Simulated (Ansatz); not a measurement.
InN: uniaxial strain ε_yy = −3.41 %

The reference is InN in the wurtzite structure (space group P6_3mc, No. 186; a = 3.5475 Å, c = 5.7226 Å). Axes: x lies along a and z along c of the hexagonal cell.

Modification: uniaxial strain ε_yy = −3.41 %, all other strain components held at zero; the atoms relax in the strained cell.

Method: r2SCAN (Ansatz, a first-principles code, PAW, without spin-orbit coupling). Settings: 11×11×6 k-points, 0.05 eV Fermi–Dirac smearing.

The volume per atom decreases by 0.53 Å³, from 15.59 Å³ to 15.06 Å³ and the space group changes from P6_3mc (No. 186) to Cmc2_1 (No. 36). The shortest interatomic distance drops by 0.0267 Å (2.161 Å → 2.135 Å) and the energy increases by 13 meV/atom. The pressure (mean of the normal stresses, compression positive) goes from zero to 5.2 GPa and the band gap changes from 0.07 eV to zero (uncertain: the Fermi level lies in a band; the base alone). The largest internal atomic displacement amounts to 0.025 Å and the stress (xx, yy, zz, yz, xz, xy; compression positive) amounts to (4.3, 7.9, 3.4, 0.0, 0.0, 0.0) GPa (rough).

Without a gap, meshes like the base's 11×11×6 leave anisotropic stresses uncertain by several tenths of a GPa, and small strain energies with them. Whether these cells are dynamically stable was not tested. All final runs are without spin polarisation. Gaps under 0.05 eV, about the width of the smearing, are given as zero. The zero or small gap of InN can change with the level of theory.
